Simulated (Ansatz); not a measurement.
# HRh6: the cost of one run

All numbers below are computed with Ansatz 0.2.0 (DFT PBE+D3(BJ), plane waves, PAW, scalar-relativistic, no spin polarisation).

**1. The system as given**

The cell holds 14 atoms (H2Rh12): a = 5.374 Å, b = 5.374 Å, c = 19.388 Å, α = 90.00°, β = 90.00°, γ = 60.00°.

Structure file:

```
CELL_PARAMETERS angstrom
5.37401 0.00000 0.00000
2.68701 4.65403 0.00000
0.00000 0.00000 19.38786
ATOMIC_POSITIONS crystal
Rh 0.16667 0.16667 0.05158
Rh 0.66667 0.16667 0.05158
Rh 0.16667 0.66667 0.05158
Rh 0.66667 0.66667 0.05158
Rh 0.83333 0.33333 0.16474
Rh 0.33333 0.33333 0.16474
Rh 0.83333 0.83333 0.16474
Rh 0.33333 0.83333 0.16474
Rh 0.00000 0.00000 0.27790
Rh 0.50000 0.00000 0.27790
Rh 0.00000 0.50000 0.27790
Rh 0.50000 0.50000 0.27790
H 0.34450 0.82651 0.52682
H 0.42547 0.65895 0.52682
```

**2. Dynamics**

190 steps of 0.75 fs at constant energy.

Contents of input.yaml:

```yaml
accuracy: low
crystal:
  lattice:
    - [5.374012, 0.0, 0.0]
    - [2.687006, 4.654031, 0.0]
    - [0.0, 0.0, 19.387862]
  atoms:
    - { symbol: Rh, position: [0.1666667, 0.1666667, 0.0515787] }
    - { symbol: Rh, position: [0.6666667, 0.1666667, 0.0515787] }
    - { symbol: Rh, position: [0.1666667, 0.6666667, 0.0515787] }
    - { symbol: Rh, position: [0.6666667, 0.6666667, 0.0515787] }
    - { symbol: Rh, position: [-0.1666667, 0.3333333, 0.1647387] }
    - { symbol: Rh, position: [0.3333333, 0.3333333, 0.1647387] }
    - { symbol: Rh, position: [-0.1666667, 0.8333333, 0.1647387] }
    - { symbol: Rh, position: [0.3333333, 0.8333333, 0.1647387] }
    - { symbol: Rh, position: [0.0, 0.0, 0.2778987] }
    - { symbol: Rh, position: [0.5, 0.0, 0.2778987] }
    - { symbol: Rh, position: [0.0, 0.5, 0.2778987] }
    - { symbol: Rh, position: [0.5, 0.5, 0.2778987] }
    - { symbol: H, position: [0.3444958, 0.8265106, 0.5268175] }
    - { symbol: H, position: [0.4254656, 0.6589454, 0.5268175] }
basis:
  ecutwfc: 420.0
kpoints:
  mp_grid: { grid: [2, 2, 1] }
hamiltonian:
  xc: pbe
  dispersion: d3bj
scf:
  occupations: { method: fermi_dirac, width: 0.002 }
  lower_state_search: "off"
  max_iter: 90
md:
  timestep: 0.75
  n_steps: 190
  ensemble: nve
  initial_velocities: zero
  seed: 765904
  initial_site_velocities:
    - { site: 12, velocity: [0.0, 0.0, -0.119825] }
    - { site: 13, velocity: [0.0, 0.0, -0.119825] }
  constraints: [{ sites: [0, 1, 2, 3] }]
```

Command:

```
$ ansatz run input.yaml --threads 2 --pin off --max-ram 5120MiB --backend cpu --events-out ev --progress --plain --runs-dir out
```

**Question.** How long does this run take on 2 threads of Intel Xeon Platinum 8488C (Sapphire Rapids), shared host, and how much memory does it need?

About 23 min, with a peak of 1.4 GiB.
